Why do the empty states of an InAs slab sit on its outer arsenic planes, but not only there?

Question

I have a nine-plane slab of InAs, cut along (100) so that both faces end in As. The table takes all states from the Fermi level to 0.25 eV above it and divides them among the atomic planes. "Plane share" is the fraction on each plane, and "plane height" is measured from the top As atom, so negative heights lie deeper.

Ansatz 0.2.0, scalar-relativistic plane-wave PAW calculation with the PBE functional, without spin polarization, for a nine-plane InAs(100) slab whose lower four planes were held at bulk positions. Cutoff 420 eV, 14 × 14 × 1 k mesh, Gaussian smearing 0.05 eV. Plane shares cover states from 0 to 0.25 eV above the Fermi level, each counted in full.

```
row  plane share  plane formula  plane height (Å)
  1        0.202             As           -12.545
  2        0.076             In           -11.033
  3        0.079             As            -9.521
  4        0.060             In            -8.009
  5        0.079             As            -6.411
  6        0.055             In            -4.813
  7        0.096             As            -3.229
  8        0.083             In            -1.599
  9        0.271             As             0.000
```

I expected surface states that die away towards the middle. The outer planes do stand out, but the inner shares level off and zigzag instead of vanishing. The two faces are both As, yet they differ as well. What kind of states are these?

Answer

The split to remember is half and half. The two outer planes together hold 0.47 of the window, and the seven inner planes share the rest. The top plane alone has about a quarter, whereas each inner plane has less than a tenth. Such a profile suggests two kinds of states in one energy window: broken-bond states at the faces and valence states that run through the whole slab.

First, why there are empty states here at all. Bulk InAs has eight valence electrons for each In–As pair, enough to fill the bonding states, which are mostly of As character. This slab has four such pairs and one As atom too many. That atom brings five electrons but needs eight. The same count for the whole cell reads

needed − present = 5 × 8 − (5 × 5 + 4 × 3) = 40 − 37 = 3 electrons per cell.

The slab therefore has room for three more electrons in As-derived states. The calculation finds 2.94 empty states per cell up to 1.5 eV above the Fermi level, and about a third of them fall in your window. This agrees with the count but does not prove the assignment, because the table gives positions and not orbital types. The highest levels were also converged only loosely.

Next, why so many of these empty states lie at the faces. An As atom inside the crystal has four In neighbours, and bonding to them lowers the energy of its orbitals. An As atom at the cut has lost two of these neighbours. The orbitals that pointed towards them miss that lowering and lie higher than most bonding states of the interior. When electrons are short, the highest states are left empty first, and many of those are the broken-bond orbitals of the outer As atoms.

The division of space into planes does not create this surface excess. Between −2 and −1 eV, where ordinary bonding states dominate, the same two outer planes hold only 0.20 of the total. An even spread over nine planes would give them 2/9, or 0.22. The excess therefore belongs to the states near and above the Fermi level.

Whether a surface state dies away inside depends on what the crystal offers at the same energy and the same wave vector along the surface. If the interior has no such states, the wave can only decay from plane to plane. If it has them, waves can travel through the slab, and surface orbitals can mix with them. An energy window adds up all these wave vectors, so it can hold decaying and travelling states side by side. The top of the valence band is such a set of travelling states. Its upper edge seems to reach into your window, so the missing electrons are taken partly from the interior too.

The next window, from 0.25 to 0.5 eV, supports this picture. It is equally wide, so the numbers of states can be compared directly. Going from the next window down to yours, the states on the outer planes grow by a factor of only 1.2, but those on the three middle planes grow by a factor of 4.3. The surface supplies states in both windows, while the interior has nearly run out of them in the higher one. That is why the outer planes' share rises to 0.72 there, although the number of states on them is slightly smaller.

A short estimate shows how much the middle of the slab holds beyond a surface tail. Suppose that the states in your window decay inwards just as those in the next window do. There, the three middle planes hold 0.047 states per cell and the two outer planes 0.427. With the outer share of your window this gives

expected middle share = 0.473 × 0.047 / 0.427 ≈ 0.05.

The table has 0.060 + 0.079 + 0.055 = 0.194 on these planes, nearly four times as much. Surface states with the tail of the next window therefore fail to account for the middle of the slab, and slab-wide valence states are the natural explanation.

The estimate has a weak point, because tails grow longer as the energy approaches the valence band. Part of the extra weight may belong to surface states that reach deeper or have mixed with the band. Sums over planes cannot tell these cases apart. As a test, repeat the estimate with the window just below the Fermi level, where longer tails are expected, and count all of its middle weight as tail. It then gives 0.11, still well short of 0.194. That window is not poorer in interior states: its three middle planes hold 0.27 states per cell against 0.20 in yours, but its outer planes hold 1.12 against 0.50, and this lowers the ratio. Counted in states, the middle planes fall from 0.37 through 0.27 and 0.20 to 0.05 across the four equally wide windows from −0.5 to 0.5 eV, as expected near the top of a band. Slab-wide states therefore remain the likely source of the rest, but the factor of four depends on the window chosen and does not divide the states into exact surface and bulk portions.

The zigzag fits the same explanation. The top of the valence band in a III–V semiconductor is built mainly from p orbitals of the group V atom, because As holds its electrons more tightly than In. States of this kind put more weight on As planes than on In planes. In the table every inner As plane indeed exceeds both of its In neighbours, with means of 0.085 for inner As and 0.069 for In. Row 7 is the clearest case: it lies deeper than row 8 and still holds more.

In the next window this order is reversed close to the faces. There the In plane just below each surface holds more than the As plane behind it, as a decaying surface state would have it. The zigzag alone does not prove valence states, however. In the equally wide window just below the Fermi level, the In planes next to the faces also hold more than the As planes behind them, and the middle As plane holds less than both of its In neighbours. The pattern depends on which valence and surface states a window happens to catch. The differences between the In planes of rows 4 and 6 and between the As planes of rows 3 and 7 are a separate matter. In an ideal slab the two planes of each pair would be equivalent, just as the two faces would, so all these differences should have the same origin.

That leaves the two faces. In an ideal slab they would be equivalent, but here the lower four planes were held at their bulk positions while the upper five could relax. The mean plane spacing is 1.51 Å in the held part and 1.60 Å above it. The stretch is not confined to the surface: all five free spacings lie between 1.58 and 1.63 Å, and the held atoms still feel forces of about 0.3 eV/Å along the normal. This is expected when a slab is cut at a lattice constant smaller than the one PBE prefers: the free half expands along the normal while the held half stays squeezed. The asymmetry thus belongs to the setup, not to an InAs surface. Longer distances change the overlap between neighbouring orbitals and so shift the levels, at the surface and in the interior. A level that moves across the edge of an energy window is then counted in another window.

The numbers look like such a shift and not like extra states on one face. In your window the top plane holds 1.34 times as much as the bottom plane, but in the next window only 0.85 times as much. In the window just below the Fermi level the ratio is 0.92, and over these three windows together it is 0.99. Over the whole range up to 1.5 eV the ratio is 1.05, close to equality. Without relaxation, symmetry would be expected to make the two faces equal, so relaxation is the cause to look to. Which levels it moves cannot be read from sums over planes. The window catches only 38 distinct levels on the k mesh, so the exact ratio should not be trusted.

The inner share is the least certain part of the picture. Spin–orbit coupling, which is absent here, splits the top of the valence band of InAs by roughly 0.4 eV, more than the width of your window. The two halves of the slab are also strained differently, and at each wave vector along the surface a slab of nine planes has only a few separate valence levels where a thick crystal has a continuous range. Each of these can move interior states into or out of the window.

The surface share depends on the structure of the face. Real As-rich surfaces rebuild: neighbouring As atoms pair into dimers, which uses up some of the broken bonds. The calculation also gave both spin directions the same occupation, so a magnetic surface, which would have its levels elsewhere, was not tested. The profile therefore describes only the bare, unrebuilt cut.

To guess the profile in another energy window of this slab, ask two questions. Does the surface have broken-bond states at that energy, and does the interior have states there too? If only the surface does, the share falls steeply from the faces; if both do, the inner planes keep more, and how much depends on how many states the surface and the interior each supply. The main ratios and the first estimate are listed in the output that follows.

Numerical output:

```
States per cell on each plane:
  row  this_window  next_window_0.25_to_0.5_eV
    1       0.2123                      0.2304
    2      0.07988                     0.04143
    3      0.08303                     0.02249
    4      0.06306                     0.01876
    5      0.08303                     0.01338
    6      0.05781                     0.01533
    7       0.1009                     0.01953
    8      0.08723                     0.03439
    9       0.2848                      0.1961
Share of the two outer planes together: 0.473
Share of the seven inner planes together: 0.528
Top As plane over the In plane below it, ratio: 3.265
Bottom As plane over the In plane above it, ratio: 2.658
Mean share of an inner As plane: 0.08467
Mean share of an In plane: 0.0685
Electrons per cell missing from full As octets: 3
Empty states per cell from 0 to 1.5 eV: 2.939
Share of the two outer planes from -2 to -1 eV: 0.2
Share of the two outer planes from 0.25 to 0.5 eV: 0.7207
States on the outer planes, this window over next, ratio: 1.166
States on the three middle planes, this window over next, ratio: 4.296
Share of the three middle planes in this window: 0.194
Share expected there with the surface tail of the next window: 0.05264
Top over bottom plane in this window, ratio: 1.342
Top over bottom plane from 0.25 to 0.5 eV, ratio: 0.8513
Top over bottom plane from 0 to 1.5 eV, ratio: 1.051
Mean plane spacing in the held part, angstrom: 1.512
Mean plane spacing above it, angstrom: 1.602
```
